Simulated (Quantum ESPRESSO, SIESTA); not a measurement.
This is a calculation of PbSe (Clausthalite) for SIESTA 5.4.2 (ASE script). 

Contents of run.py:

```python
from ase import Atoms
from ase.calculators.siesta import Siesta
from ase.units import Ry, GPa

atoms = Atoms(
    ['Pb', 'Se'],
    cell=[
        [0.0, 3.06065, 3.06065],
        [3.06065, 0.0, 3.06065],
        [3.06065, 3.06065, 0.0],
    ],
    scaled_positions=[
        [0.0, 0.0, 0.0],
        [0.5, 0.5, 0.5],
    ],
    pbc=True,
)

fdf = {
    'SCFMustConverge': False,
    'OccupationFunction': 'FD',
    'ElectronicTemperature': '0.05 eV',
    'MaxSCFIterations': '120',
    'SCF.Mixer.Method': 'Pulay',
    'SCF.Mixer.Weight': '0.25',
    'SCF.Mixer.History': '8',
    'SCF.DM.Tolerance': '5.0e-05',
    'SCF.H.Tolerance': '1.0e-03 eV',
    'WriteForces': 'true',
    'Charge.Mulliken': 'end',
    'PAO.Basis': ['Pb.1 4', 'n=6 0 2', '  6.167 0.000', 'n=6 1 2', '  8.915 0.000', 'n=5 2 2', '  4.155 0.000', 'n=6 2 1', '  8.915', 'Se.2 4', 'n=4 0 2', '  5.139 0.000', 'n=4 1 2', '  6.735 0.000', 'n=3 2 2', '  2.657 0.000', 'n=4 2 1', '  6.735'],
}
calc = Siesta(
    label="PbSe",
    command="siesta < PREFIX.fdf > PREFIX.out",
    pseudo_path="pseudos",
    pseudo_qualifier="",
    xc=('GGA', 'PBE'),
    basis_set="DZP",
    mesh_cutoff=500 * Ry,
    energy_shift=0.003 * Ry,
    kpts=[8, 8, 8],
    spin="non-polarized",
    fdf_arguments=fdf,
)
atoms.calc = calc

print(f"energy = {atoms.get_potential_energy():.6f} eV")
free = atoms.get_potential_energy(force_consistent=True)
print(f"free energy = {free:.6f} eV")
print("forces (eV/A):")
print(atoms.get_forces(apply_constraint=False).round(6))
print("stress (GPa, Voigt order, tension positive):", (atoms.get_stress() / GPa).round(4))
```

Potentials or basis: PseudoDojo 0.4 standard (PBE files), converted to PSML, two zetas on semicore shells, DZP (energy shift 0.003 Ry; two zetas on semicore shells).

Run with:

```bash
$ python run.py
```

Q: What does the same run look like in Quantum ESPRESSO 7.5 (ASE script)? Potentials or basis there: SSSP 1.3 efficiency PBE, cutoff 748 eV.

A: As run (cutoffs and basis follow the program's own potentials, and thresholds, step limits or extra output files can differ):

The input run.py:

```python
import numpy as np
from ase.calculators.espresso import Espresso, EspressoProfile
from ase import Atoms

atoms = Atoms(['Pb', 'Se'],
              cell=[[0.0, 3.06065, 3.06065], [3.06065, 0.0, 3.06065], [3.06065, 3.06065, 0.0]],
              scaled_positions=[[0.0, 0.0, 0.0], [0.5, 0.5, 0.5]],
              pbc=True)

input_data = {
    'control': {'calculation': 'scf', 'prefix': 'pwscf', 'outdir': './tmp', 'tprnfor': True, 'tstress': True, 'disk_io': 'nowf'},
    'system': {'ecutwfc': 55.0, 'ecutrho': 440.0, 'nbnd': 16, 'occupations': 'smearing', 'smearing': 'fd', 'degauss': 0.00367493},
    'electrons': {'conv_thr': 4e-10, 'electron_maxstep': 120, 'mixing_beta': 0.5},
}
pseudopotentials = {'Se': 'Se_pbe_v1.uspp.F.UPF', 'Pb': 'Pb.pbe-dn-kjpaw_psl.0.2.2.UPF'}
profile = EspressoProfile(command='pw.x', pseudo_dir='pseudo')
dft = Espresso(profile=profile, input_data=input_data, pseudopotentials=pseudopotentials, kpts=(8, 8, 8), koffset=(0, 0, 0))
atoms.calc = dft

print(f'energy {atoms.get_potential_energy():.8f} eV')
print('forces (eV/A)')
print(np.round(atoms.get_forces(), 6))
print('stress (eV/A^3, Voigt)')
print(np.round(atoms.get_stress(), 8))
print(f'Fermi level {dft.get_fermi_level():.4f} eV')
```

Potentials or basis: SSSP 1.3 efficiency PBE.

Launch:

```bash
$ OMP_NUM_THREADS=1 python run.py
```

Both were run:

|  | SIESTA | Quantum ESPRESSO |
| --- | --- | --- |
| Pressure | 3.8 GPa | 2.4 GPa |

The potentials hold 30 and 20 valence electrons a cell.

Pressure is positive in compression.
